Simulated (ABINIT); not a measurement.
# BN (Qingsongite): G0W0 with ABINIT, start to end, part 2 of 3

Wanted: ground state, empty states, screening and self-energy for BN (Qingsongite).

ABINIT 10.8.3; PBE and many-body steps on it, plane waves. Known limits of the many-body steps: not at the basis limit.

So far. Step 2 (Ground state): The gap is indirect, with the least direct gap 4.34 eV higher.

## Step 3: Bands along the symmetry lines

Level of this step: DFT, PBE, plane waves, norm-conserving pseudopotentials (ABINIT).

The cheap functional maps the bands first; the places of the edges decide which points the dearer methods must see.

Contents of run.abi:

```
acell 3*1.0 Angstrom
rprim 
  -0.000000000000 1.807500000000 1.807500000000
  1.807500000000 0.000000000000 1.807500000000
  1.807500000000 1.807500000000 -0.000000000000
ntypat 2
znucl 5 7
natom 2
typat 1 2
xred 
  0.000000000000 0.000000000000 0.000000000000
  0.250000000000 0.250000000000 0.250000000000
pp_dirpath "pseudos"
pseudos "B.upf, N.upf"
ecut 36
iscf -2
irdden 1
kptopt 0
nkpt 50
kpt 
  0.00000000 0.00000000 0.00000000
  -0.06250000 -0.06250000 0.00000000
  -0.12500000 -0.12500000 0.00000000
  -0.18750000 -0.18750000 0.00000000
  -0.25000000 -0.25000000 0.00000000
  -0.31250000 -0.31250000 0.00000000
  -0.37500000 -0.37500000 0.00000000
  -0.43750000 -0.43750000 0.00000000
  -0.50000000 -0.50000000 0.00000000
  -0.48437500 -0.48437500 0.03125000
  -0.46875000 -0.46875000 0.06250000
  -0.45312500 -0.45312500 0.09375000
  -0.43750000 -0.43750000 0.12500000
  -0.42187500 -0.42187500 0.15625000
  -0.40625000 -0.40625000 0.18750000
  -0.39062500 -0.39062500 0.21875000
  -0.37500000 -0.37500000 0.25000000
  -0.37500000 0.00000000 0.37500000
  -0.32812500 0.00000000 0.32812500
  -0.28125000 0.00000000 0.28125000
  -0.23437500 0.00000000 0.23437500
  -0.18750000 0.00000000 0.18750000
  -0.14062500 0.00000000 0.14062500
  -0.09375000 0.00000000 0.09375000
  -0.04687500 0.00000000 0.04687500
  0.00000000 0.00000000 0.00000000
  0.00000000 0.00000000 0.06250000
  0.00000000 0.00000000 0.12500000
  0.00000000 0.00000000 0.18750000
  0.00000000 0.00000000 0.25000000
  0.00000000 0.00000000 0.31250000
  0.00000000 0.00000000 0.37500000
  0.00000000 0.00000000 0.43750000
  -0.00000000 -0.00000000 0.50000000
  -0.06250000 -0.03125000 0.46875000
  -0.12500000 -0.06250000 0.43750000
  -0.18750000 -0.09375000 0.40625000
  -0.25000000 -0.12500000 0.37500000
  -0.31250000 -0.15625000 0.34375000
  -0.37500000 -0.18750000 0.31250000
  -0.43750000 -0.21875000 0.28125000
  -0.50000000 -0.25000000 0.25000000
  -0.50000000 -0.28125000 0.21875000
  -0.50000000 -0.31250000 0.18750000
  -0.50000000 -0.34375000 0.15625000
  -0.50000000 -0.37500000 0.12500000
  -0.50000000 -0.40625000 0.09375000
  -0.50000000 -0.43750000 0.06250000
  -0.50000000 -0.46875000 0.03125000
  -0.50000000 -0.50000000 0.00000000
istwfk *1
nband 11
nbdbuf 2
tolwfr 1e-08
nstep 40
prtwf 0
prtvol 0
indata_prefix "in"
outdata_prefix "out"
tmpdata_prefix "tmp"
```

Run with:

```console
$ OMP_NUM_THREADS=1 mpirun -n 8 abinit run.abi > log
```

Numbers of over 12 decimals in the logs are rounded to 6 here.

The log of the run:

```text
.Version 10.8.3 of ABINIT. v10.8.2 released Aug 2026.

 Symmetries : space group F-4 3 m (#216); Bravais cF (face-center cubic)
[... echo of the input left out ...]
== DATASET  1 ==================================================================
-   mpi_nproc: 8, omp_nthreads: 1 (-1 if OMP is not activated)

--- !DatasetInfo
iteration_state: {dtset: 1, }
dimensions: {natom: 2, nkpt: 50, mband: 11, nsppol: 1, nspinor: 1, nspden: 1, mpw: 869, }
cutoff_energies: {ecut:  36.0, pawecutdg:  -1.0, }
electrons: {nelect:   8.00000000E+00, charge:   0.00000000E+00, occopt:   1.00000000E+00, tsmear:   1.00000000E-02, }

 Real(R)+Recip(G) space primitive vectors, cartesian coordinates (Bohr,Bohr^-1):
 R(1)=  0.0000000  3.4156800  3.4156800  G(1)= -0.1463837  0.1463837  0.1463837
 R(2)=  3.4156800  0.0000000  3.4156800  G(2)=  0.1463837 -0.1463837  0.1463837
 R(3)=  3.4156800  3.4156800  0.0000000  G(3)=  0.1463837  0.1463837 -0.1463837
 Unit cell volume ucvol=  7.9700586E+01 bohr^3
 Angles (23,13,12)=  6.00000000E+01  6.00000000E+01  6.00000000E+01 degrees

 getcut: wavevector=  0.0000  0.0000  0.0000  ngfft=  30  30  30
         ecut(hartree)=     36.000   => boxcut(ratio)=   2.30194

 getcut : COMMENT -
  Note that boxcut > 2.2 ; recall that boxcut=Gcut(box)/Gcut(sphere) = 2
  is sufficient for exact treatment of convolution.
  Such a large boxcut is a waste : you could raise ecut
  e.g. ecut=   47.690509 Hartrees makes boxcut=2

--- Pseudopotential description ------------------------------------------------
- B Generated using ONCVPSP code by D. R. Hamann
-  5.00000   3.00000  171031                  znucl, zion, pspdat
12 -101130 1 -1 1534                          pspcod,pspxc,lmax,lloc,mmax
     nproj     2     2
  pspatm : epsatm=    3.38844616
         --- l  ekb(1:nproj) -->
             0    8.382104    1.234201
             1   -3.719492   -0.867526
 pspatm: atomic psp has been read  and splines computed

- N Generated using ONCVPSP code by D. R. Hamann
-  7.00000   5.00000  171031                  znucl, zion, pspdat
12 -101130 1 -1 1058                          pspcod,pspxc,lmax,lloc,mmax
     nproj     2     2
  pspatm : epsatm=    5.20977870
         --- l  ekb(1:nproj) -->
             0    7.494509    0.636305
[...]
pspatm: atomic psp has been read  and splines computed

--------------------------------------------------------------------------------

================================================================================
 prteigrs : about to open file out_EIG
 Non-SCF case, kpt    1 (  0.00000  0.00000  0.00000), residuals and eigenvalues=
  3.63E-09  1.60E-09  3.17E-09  5.09E-09  1.41E-09  2.39E-09  4.64E-09  8.61E-09
[...]
-4.4062E-01  3.0209E-01  3.0209E-01  3.0209E-01  6.2836E-01  6.2836E-01
  6.2836E-01  6.8304E-01  1.2115E+00  1.3357E+00  1.3401E+00
[...]
2.44E-09  5.19E-10  7.21E-10  4.52E-09  4.15E-09  4.50E-09  5.55E-09  6.02E-09
[...]
-4.2207E-01  2.5628E-01  2.6132E-01  2.6132E-01  6.0371E-01  6.8440E-01
  6.8440E-01  7.2542E-01  1.0748E+00  1.2549E+00  1.3632E+00
[...]
Non-SCF case, kpt   49 ( -0.50000 -0.46875  0.03125), residuals and eigenvalues=
[...]
-2.3481E-01 -2.4246E-02  1.1910E-01  1.1965E-01  4.7418E-01  6.4952E-01
  9.5633E-01  9.5955E-01  1.0628E+00  1.2999E+00  1.5362E+00
 Non-SCF case, kpt   50 ( -0.50000 -0.50000  0.00000), residuals and eigenvalues=
[...]
-2.3521E-01 -2.5226E-02  1.2176E-01  1.2176E-01  4.6875E-01  6.4539E-01
  9.6028E-01  9.6028E-01  1.0651E+00  1.3031E+00  1.5460E+00

--- !ResultsGS
iteration_state: {dtset: 1, }
comment   : Summary of ground state results
lattice_vectors:
- [ -0.0000000,   3.4156800,   3.4156800, ]
- [  3.4156800,   0.0000000,   3.4156800, ]
- [  3.4156800,   3.4156800,  -0.0000000, ]
lattice_lengths: [   4.83050,    4.83050,    4.83050, ]
lattice_angles: [ 60.000,  60.000,  60.000, ] # degrees, (23, 13, 12)
lattice_volume:   7.9700586E+01
convergence: {deltae:  0.000E+00, res2:  0.000E+00, residm:  9.954E-09, diffor:  0.000E+00, }
etotal    :  -1.34025025E+01
entropy   :   0.00000000E+00
fermie    :   3.02092262E-01
cartesian_stress_tensor: null
pressure_GPa: null
xred      :
- [  0.0000E+00,   0.0000E+00,   0.0000E+00,  B]
- [  2.5000E-01,   2.5000E-01,   2.5000E-01,  N]
cartesian_forces: null
force_length_stats: {min: null, max: null, mean: null, }

 Integrated electronic density in atomic spheres:
 ------------------------------------------------
 Atom  Sphere_radius  Integrated_density
[...]
================================================================================

 ----iterations are completed or convergence reached----

 Mean square residual over all n,k,spin=   42.205E-10; max=  99.540E-10
 reduced coordinates (array xred) for    2 atoms
[...]
cartesian coordinates (angstrom) at end:
    1      0.000000     0.000000     0.000000
    2      0.903750     0.903750     0.903750
 length scales=  1.889726125908  1.889726125908  1.889726125908 bohr
              =  1.000000000000  1.000000000000  1.000000000000 angstroms
 prteigrs : about to open file out_EIG
 Eigenvalues (hartree) for nkpt=  50  k points:
 kpt#   1, nband= 11, wtk=  1.00000, kpt=  0.0000  0.0000  0.0000 (reduced coord)
[...]
kpt#   2, nband= 11, wtk=  1.00000, kpt= -0.0625 -0.0625  0.0000 (reduced coord)
[...]
kpt#   3, nband= 11, wtk=  1.00000, kpt= -0.1250 -0.1250  0.0000 (reduced coord)
[...]
kpt#  49, nband= 11, wtk=  1.00000, kpt= -0.5000 -0.4687  0.0313 (reduced coord)
  -0.23481   -0.02425    0.11910    0.11965    0.47418    0.64952    0.95633    0.95955
   1.06281    1.29990    1.53616
 kpt#  50, nband= 11, wtk=  1.00000, kpt= -0.5000 -0.5000  0.0000 (reduced coord)
  -0.23521   -0.02523    0.12176    0.12176    0.46875    0.64539    0.96028    0.96028
   1.06505    1.30307    1.54598

== END DATASET(S) ==============================================================
================================================================================

 -outvars: echo values of variables after computation  --------
            nband          11
             nkpt          50
          spgroup         216
 [... the other variables as echoed above ...]

 Calculation completed.
```

Elapsed: 2 s, on 8 MPI ranks of AMD EPYC 9R45, shared host; peak memory 0.07 GiB.

This step gave:

| Property | Result |
| --- | --- |
| gap | 4.535 eV |
| k of the valence top | 0, 0, 0 |
| k of the conduction bottom | -0.5, -0.5, 0 |
| least direct gap | 8.878 eV |

The gap is 4.535 eV, as in the run before at this level.

The electronic bands at the labelled points (eV, zero at the top of the highest filled band; v1 is the highest filled band, c1 the lowest empty one):

| point | v4 | v3 | v2 | v1 | c1 | c2 | c3 | c4 |
| --- | --- | --- | --- | --- | --- | --- | --- | --- |
| Γ | -20.21 | 0.00 | 0.00 | 0.00 | 8.88 | 8.88 | 8.88 | 10.37 |
| halfway | -18.25 | -3.97 | -3.01 | -3.01 | 6.86 | 11.62 | 13.48 | 13.48 |
| X | -14.62 | -8.91 | -4.91 | -4.91 | 4.54 | 9.34 | 17.91 | 17.91 |
| halfway | -14.55 | -8.69 | -5.96 | -4.69 | 5.49 | 10.28 | 17.32 | 17.54 |
| U | -14.54 | -8.12 | -7.66 | -4.08 | 6.98 | 12.95 | 15.84 | 16.68 |
| jump to K | -14.54 | -8.12 | -7.66 | -4.08 | 6.98 | 12.95 | 15.84 | 16.68 |
| halfway | -18.03 | -5.73 | -3.91 | -1.12 | 10.71 | 10.76 | 11.24 | 13.58 |
| Γ | -20.21 | 0.00 | 0.00 | 0.00 | 8.88 | 8.88 | 8.88 | 10.37 |
| halfway | -18.73 | -5.47 | -1.13 | -1.13 | 9.70 | 10.40 | 10.40 | 13.57 |
| L | -15.99 | -10.68 | -1.94 | -1.94 | 10.21 | 10.78 | 10.78 | 15.26 |
| halfway | -15.29 | -9.69 | -4.82 | -3.45 | 9.66 | 11.24 | 14.40 | 15.79 |
| W | -14.31 | -7.58 | -6.96 | -6.50 | 9.65 | 13.35 | 14.61 | 14.69 |
| halfway | -14.47 | -8.49 | -5.77 | -5.71 | 6.58 | 11.00 | 16.25 | 17.43 |
| X | -14.62 | -8.91 | -4.91 | -4.91 | 4.54 | 9.34 | 17.91 | 17.91 |

The electronic bands as a text plot (rows in eV, shown from -8.0 to 10.5 only):

```
   10.1 |+ ++     +    +      ++ ++++ ++   +++++++++++        ++
    9.4 | +        ++++     ++     +++  +++++         ++++++    +
    8.6 |++                           ++                    +
    7.8 |  +++             +
    7.1 |     ++          +
    6.3 |       ++       +                                   +
    5.5 |         +    ++                                     +
    4.7 |          ++++                                        ++
    4.0 |
    3.2 |
    2.4 |
    1.7 |
    0.9 |
    0.1 |*                         ******
   -0.7 | *                      **  *  ****
   -1.4 |  **                   *  **       ****
   -2.2 |    *                ** ****    **     *****
   -3.0 |     **            **                      **
   -3.8 |     ****        **    ***        *         **
   -4.5 |         ********                            **
   -5.3 |       **    *       **            *           *     ***
   -6.1 |              **   **  *                      * * ***
   -6.8 |         *           **                        ****
   -7.6 |                ***                 **          ***
         Γ           X  U|K            Γ         L        W     X
```

## Step 4: Empty states on the mesh, 8×8×8 mesh, 66 bands

The sums over transitions need many empty states on a uniform mesh; this step solves for them.

Contents of run.abi:

```
acell 3*1.0 Angstrom
rprim 
  -0.000000000000 1.807500000000 1.807500000000
  1.807500000000 0.000000000000 1.807500000000
  1.807500000000 1.807500000000 -0.000000000000
ntypat 2
znucl 5 7
natom 2
typat 1 2
xred 
  0.000000000000 0.000000000000 0.000000000000
  0.250000000000 0.250000000000 0.250000000000
pp_dirpath "pseudos"
pseudos "B.upf, N.upf"
ecut 36
ngkpt 8 8 8
nshiftk 1
shiftk 0 0 0
kptopt 1
chksymbreak 0
irdden 1
istwfk *1
nband 66
prtvol 0
optdriver 6
gwr_task "HDIAGO"
paral_kgb 0
occopt 1
indata_prefix "in"
outdata_prefix "out"
tmpdata_prefix "tmp"
```

The log of the run:

```text
[banner, memory and clock lines left out]
.Version 10.8.3 of ABINIT. v10.8.2 released Aug 2026.

 Symmetries : space group F-4 3 m (#216); Bravais cF (face-center cubic)
[... echo of the input left out ...]
== DATASET  1 ==================================================================
-   mpi_nproc: 8, omp_nthreads: 1 (-1 if OMP is not activated)

--- !DatasetInfo
iteration_state: {dtset: 1, }
dimensions: {natom: 2, nkpt: 29, mband: 66, nsppol: 1, nspinor: 1, nspden: 1, mpw: 869, }
cutoff_energies: {ecut:  36.0, pawecutdg:  -1.0, }
electrons: {nelect:   8.00000000E+00, charge:   0.00000000E+00, occopt:   1.00000000E+00, tsmear:   1.00000000E-02, }

.Using double precision arithmetic; gwpc =  8

- Reading GS density from: in_DEN

--- Pseudopotential description ------------------------------------------------
- B Generated using ONCVPSP code by D. R. Hamann
-  5.00000   3.00000  171031                  znucl, zion, pspdat
12 -101130 1 -1 1534                          pspcod,pspxc,lmax,lloc,mmax
     nproj     2     2
  pspatm : epsatm=    3.38844616
         --- l  ekb(1:nproj) -->
             0    8.382104    1.234201
             1   -3.719492   -0.867526
 pspatm: atomic psp has been read  and splines computed

- N Generated using ONCVPSP code by D. R. Hamann
-  7.00000   5.00000  171031                  znucl, zion, pspdat
12 -101130 1 -1 1058                          pspcod,pspxc,lmax,lloc,mmax
     nproj     2     2
  pspatm : epsatm=    5.20977870
         --- l  ekb(1:nproj) -->
             0    7.494509    0.636305
             1   -4.293905   -1.006988
 pspatm: atomic psp has been read  and splines computed

   6.87857989E+01                                ecore*ucvol(ha*bohr**3)

 Total charge density [el/Bohr^3]
)     Maximum=    5.6373E-01  at reduced coord.    0.2000    0.2000    0.4000
)     Minimum=    7.6975E-03  at reduced coord.    0.0000    0.0000    0.0000
   Integrated=    8.0000E+00

 === KS gaps after direct diagonalization ===
 Indirect band gap semiconductor
 Fundamental gap:     4.535 (eV)
   VBM:     8.220 (eV) at k: [ 0.0000E+00,  0.0000E+00,  0.0000E+00]
   CBM:    12.755 (eV) at k: [ 5.0000E-01,  5.0000E-01,  0.0000E+00]
 Direct gap:         8.878 (eV) at k: [ 0.0000E+00,  0.0000E+00,  0.0000E+00]

== END DATASET(S) ==============================================================

 -outvars: echo values of variables after computation  --------
           etotal      0.0000000000E+00
            nband          66
             nkpt          29
          spgroup         216
 [... the other variables as echoed above ...]

 Calculation completed.
```

Elapsed: 2.8 s, on 8 MPI ranks; peak memory 0.11 GiB.

Numbers from this step:

| Quantity | Value |
| --- | --- |
| gap | 4.535 eV |
| k of the valence top | 0, 0, 0 |
| k of the conduction bottom | 0.5, 0.5, 0 |
| least direct gap | 8.878 eV |
| k points computed | 29 |
| lowest point of the top converged band, above the valence top | 124.3645 eV |

On this mesh the gap is 4.535 eV.

## Step 5: Screening, 8×8×8 mesh, 58 bands, screening to 217.7 eV

The RPA dielectric matrix is built and inverted for each q.

This step: RPA screening on PBE, plane waves, norm-conserving pseudopotentials.

run.abi, as its differences from that of step 4:

```diff
@@ -20,10 +20,11 @@
 chksymbreak 0
-irdden 1
 istwfk *1
-nband 66
-prtvol 0
-optdriver 6
-gwr_task "HDIAGO"
-paral_kgb 0
 occopt 1
+irdwfk 1
+optdriver 3
+nband 58
+ecuteps 8
+inclvkb 2
+awtr 1
+symchi 1
 indata_prefix "in"
```

The log of the run:

```text
.Version 10.8.3 of ABINIT. v10.8.2 released Aug 2026.

 Symmetries : space group F-4 3 m (#216); Bravais cF (face-center cubic)
[... echo of the input left out ...]
== DATASET  1 ==================================================================
-   mpi_nproc: 8, omp_nthreads: 1 (-1 if OMP is not activated)

--- !DatasetInfo
iteration_state: {dtset: 1, }
dimensions: {natom: 2, nkpt: 29, mband: 58, nsppol: 1, nspinor: 1, nspden: 1, mpw: 869, }
cutoff_energies: {ecut:  36.0, pawecutdg:  -1.0, }
electrons: {nelect:   8.00000000E+00, charge:   0.00000000E+00, occopt:   1.00000000E+00, tsmear:   1.00000000E-02, }

 SCREENING: Calculation of the susceptibility and dielectric matrices

 Based on a program developped by R.W. Godby, V. Olevano, G. Onida, and L. Reining.
 Incorporated in ABINIT by V. Olevano, G.-M. Rignanese, and M. Torrent.
.Using double precision arithmetic ; gwpc =  8

[... cell and pseudopotentials left out ...]
--------------------------------------------------------------------------------

 ==== K-mesh for the wavefunctions ====
 Number of points in the irreducible wedge :    29
[... list of points left out ...]
 Together with 24 symmetry operations and time-reversal symmetry
 yields   512 points in the full Brillouin Zone.

 ==== Q-mesh for the screening function ====
 Number of points in the irreducible wedge :    29
[... list of points left out ...]
 Together with 24 symmetry operations and time-reversal symmetry
 yields   512 points in the full Brillouin Zone.

 setmesh: FFT mesh size selected  =    20x   20x   20
          total number of points  =         8000

 vcoul_init : cutoff-mode = AUXILIARY_FUNCTION
 q-points for optical limit:   1
     1)      0.000010    0.000020    0.000030

- screening: taking advantage of time-reversal symmetry
- Maximum band index for partially occupied states nbvw = 4
- Remaining bands to be divided among processors   nbcw = 54
- Number of bands treated by each node ~6

 Number of electrons calculated from density =    8.0000; Expected =    8.0000
 average of density, n =  0.100376
 r_s =    1.3348
 omega_plasma =   30.5612 [eV]

 calculating chi0 at frequencies [eV] :
  1    0.000000E+00    0.000000E+00
  2    0.000000E+00    3.056116E+01

--------------------------------------------------------------------------------
  q-point number  1        q = ( 0.000000, 0.000000, 0.000000) [r.l.u.]
--------------------------------------------------------------------------------
[... chi0 elements left out ...]
 For q-point:  0.000010 0.000020 0.000030
  dielectric constant =   4.3184
  dielectric constant without local fields =   4.6604

  Average fulfillment of the sum rule on Im[epsilon] for q-point    1 :     85.28  [%]
[... wings left out ...]
  q-point number  2        q = ( 0.125000, 0.000000, 0.000000) [r.l.u.]
--------------------------------------------------------------------------------
[... chi0 elements left out ...]
  Average fulfillment of the sum rule on Im[epsilon] for q-point    2 :     96.65  [%]

 [... 27 further q-points ...]
```

Run time: 11 s. Hardware: 8 MPI ranks; peak memory 1 GiB.

This step gave:

```yaml
eps_infinity_with_local_fields_on_this_mesh_along_the_program_s_q_direction: 4.318
the_same_without_local_fields: 4.660
plasma_frequency: 30.56 eV
plane_waves_in_the_screening_matrix: 65
```

Local fields lower ε∞ by 7 %.

[end of part 2 of 3]

[Paths, hosts, dates, memory and timing lines, banners, echoed tables and standing remarks are left out of the program output.]

[Logs are printed without paths, hosts, clocks, repeated set-up lines and the standing remarks that a program may print on its own settings, such as how far it seeks lower states.]

[Runs of the session that timed out or met a known fault of the program may be left out.]

[Hosts, paths, dates, database ids (printed as entryN), source tags and the programs' standing remarks are cut or masked in the printed files.]

[G0W0 gaps are taken among the corrected bands and points alone; a level outside them can change the order at an edge.]

[Where Ansatz stands beside ABINIT at settings called matched, ABINIT's density can come from a denser mesh and the files from another edition; pairs whose starting gaps differed by over 0.03 eV were left out, so agreement reads better than it is.]
